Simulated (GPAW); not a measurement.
Here is a GPAW 26.7.0 calculation.

File run.py:

```python
import numpy as np
from ase import Atoms
from gpaw import PW, setup_paths
from gpaw.dft import DFT
from gpaw.hubbard import aoom

setup_paths.insert(0, '.')

atoms = Atoms(['Pt', 'Se'],
              cell=[[0.0, 3.03744723, 3.03744723],
                    [3.03744723, 0.0, 3.03744723],
                    [3.03744723, 3.03744723, 0.0]],
              scaled_positions=[[0.0, 0.0, 0.0],
                                [0.25, 0.25, 0.25]],
              pbc=True)
atoms.set_initial_magnetic_moments([0.65, 0.0])

dft = DFT(atoms,
          mode=PW(600),
          xc='PBEsol',
          kpts={'size': (5, 5, 5), 'gamma': True},
          occupations={'name': 'methfessel-paxton', 'order': 0, 'width': 0.05},
          setups={'Pt': ':d,7.0'},
          nbands=24,
          convergence={'density': 1e-05, 'energy': 1e-05},
          symmetry={'point_group': False},
          random=True,
          maxiter=120,
          txt='gpaw.txt')
print(f'Energy: {dft.calculate_energy():.6f} eV')
print('Forces (eV/A):')
print(dft.calculate_forces().round(4))
print('Stress (eV/A^3):', dft.calculate_stress().round(6))
print('Moments:', dft.magmoms()[1][:, 2].round(3))
dft.write_converged()
dft.write_gpw_file('gs.gpw')
for a, l in {0: 2}.items():
    setup = dft.setups[a]
    for s, D_ii in enumerate(dft.density.D_asii[a]):
        n_mm = aoom(D_ii, l, setup.l_j, setup.n_j, setup.N0_q)[0]
        print(f'atom {a} spin {s} trace {n_mm.trace():.4f} eigenvalues', *np.linalg.eigvalsh(n_mm).round(3))
        np.savetxt(f'occupation-{a}-{s}.dat', n_mm, fmt='%8.4f')
```

Potentials or basis: PAW data sets generated in the run's folder for this functional, pw.

Launch:

```console
$ gpaw-setup -f PBEsol Pt Se
$ OMP_NUM_THREADS=1 python run.py
```

**Question.** Predict the site moments.

**Answer.** Pt +0.66; Se +0.18 μB.

**Question.** Estimate the pressure.

**Answer.** -12.6 GPa.

**Question.** What does it give for the band gap on the k mesh?

**Answer.** None (metal or under the smearing width).

Eigenvalues of the final occupation matrices:
```tsv
site	spin	trace	eigenvalues
atom 1 	1	5.07	1.00 1.00 1.00 1.03 1.03
atom 1 	2	4.35	0.78 0.78 0.78 1.00 1.00
```

Spin-orbit coupling is left out, which matters for the levels of Pt. The state reached can hang on the start; a lower one may exist.
